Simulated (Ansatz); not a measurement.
Runs of Ansatz 0.2.0 on MgO. It takes space group F-43m (No. 216, cubic). The conventional cell has a = 4.612 Å, b = 4.612 Å, c = 4.612 Å, α = 90.00°, β = 90.00°, γ = 90.00°. Mg (site symmetry -43m) is surrounded by 4 O at 2.00 Å. O (site symmetry -43m) is surrounded by 4 Mg at 2.00 Å. The cell was built by a generator and needn't be a form met in nature.

```tsv
task	level	potentials or basis	k mesh	cutoff (eV)	smearing	atoms under strain	gap on the mesh (eV)	pressure (GPa)	V0 of scaled cells (Å³/atom)	B0 (GPa)
equation of state	PBEsol	Ansatz PAW	10 × 10 × 10	420	fermi-dirac 0.05 eV	-	-	-	(a)	119
equation of state	PBE	Ansatz NC	10 × 10 × 10	1240	fermi-dirac 0.05 eV	-	-	-	12.28	(b)
Born charges and dielectric tensor	PBEsol	Ansatz PAW	10 × 10 × 10	420	fixed	-	3.36	-	-	-
elastic constants	PBE	Ansatz PAW	8 × 8 × 8	420	fixed	clamped	3.48	0.0	-	-
single point	PBE	Ansatz PAW	7 × 7 × 7	420	fermi-dirac 0.05 eV	-	3.48	0.0	-	-
```

Alike in all rows: no spin polarisation; cell as given.

**Question.** Fill in the values left out.

**Answer.** (a) 11.97; (b) 114.

Caveats: the PAW data sets come from PBE, with cores solved anew for the run's functional, which leaves a small shift of forces and pressure (some runs); odd divisions of the mesh miss points on the zone boundary, where band edges often lie, so the gap on the mesh can be too wide (some runs).

